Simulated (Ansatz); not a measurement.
**SiC (Fm-3m): compression over a wide range**

The task here is to estimate one member of a computed series from the others.

Computed with Ansatz 0.2.0 (DFT PBE, scalar-relativistic, plane waves, PAW, unless a step's input says otherwise).

## The system as given

It takes space group Fm-3m (No. 225, cubic). Conventional cell: a = 4.057 Å, b = 4.057 Å, c = 4.057 Å, α = 90.00°, β = 90.00°, γ = 90.00°. C (site symmetry m-3m) is surrounded by 6 Si at 2.03 Å. Around Si (site symmetry m-3m) lie 6 C at 2.03 Å.

Structure file:

```cif
data_structure
_symmetry_space_group_name_H-M 'P 1'
_symmetry_Int_Tables_number 1
_cell_length_a 2.8688
_cell_length_b 2.8688
_cell_length_c 2.8688
_cell_angle_alpha 60.000
_cell_angle_beta 60.000
_cell_angle_gamma 60.000
_cell_volume 16.69
loop_
_atom_site_label
_atom_site_type_symbol
_atom_site_fract_x
_atom_site_fract_y
_atom_site_fract_z
_atom_site_occupancy
C1 C 0.00000 0.00000 0.00000 1
Si1 Si 0.50000 0.50000 0.50000 1
```

This cell comes from an earlier session at PBE: 8.347 Å³/atom at 0.04 GPa, on a 18×18×18 mesh.

Set-up of the first run:

The input, input.yaml:

```yaml
crystal:
  lattice:
    - [0.0, 2.0011189404, 2.0011189404]
    - [2.0011189404, 0.0, 2.0011189404]
    - [2.0011189404, 2.0011189404, 0.0]
  atoms:
    - { symbol: C, position: [0.0, 0.0, 0.0] }
    - { symbol: Si, position: [0.5, 0.5, 0.5] }
basis:
  ecutwfc: 420
  ecutrho_ratio: 4
kpoints:
  mp_grid: { grid: [20, 20, 20] }
hamiltonian:
  xc: pbe
scf:
  occupations: { method: gaussian, width: 0.05 }
output:
  forces: true
  stress: true
  eigenvalues: true
```

Launch:

```bash
ansatz run input.yaml --threads 1 --pin off --max-ram 2560MiB --backend cpu --events-out ev --progress --plain --runs-dir out
```

Among the steps run: Volume × 0.96; Volume × 1.04; Volume × 0.92; Volume × 0.88; Volume × 0.84; Volume × 0.8; Volume × 0.76; Volume × 0.72; Volume × 0.68; Volume × 0.64.

One table of the session follows, with a row left open; its other results are not shown here.

It belongs to the step «The curve». 

```
volume (Å³/atom)  energy above the lowest (meV/atom)  pressure (GPa)  gap on the mesh (eV)
           5.342                              1804.7           280.4                  0.08
           5.676                              1290.7           215.4                  0.48
           6.010                               897.5           163.9                  0.84
           6.344                               600.4           122.7                  1.13
           6.678                               380.5            89.6                  0.68
           7.012                                   ?               ?                     ?
           7.346                               114.9            41.3                  0.00
           7.680                                47.1            24.3                  0.00
           8.013                                10.9            10.9                  0.00
           8.347                                 0.0             0.0                  0.00
           8.681                                 9.8            -9.0                  0.00
```

Estimate the missing values for volume (Å³/atom) = 7.012.

Worked estimate for «energy above the lowest (meV/atom)». A straight line through the neighbours (6.678, 380.5) and (7.346, 114.9) gives 380.5 + (114.9 − 380.5) × (7.012 − 6.678) / (7.346 − 6.678) = 247.7; a parabola fitted to 4 rows on both sides gives 222.3.

**Answer.** energy above the lowest (meV/atom): 222.6; pressure (GPa): 62.9; gap on the mesh (eV): 0.27. In «energy above the lowest (meV/atom)» the line misses by +25.1 and the parabola by -0.3.

To keep in mind: The k mesh is not the same at all volumes. Other structures may be lower in enthalpy at these pressures.
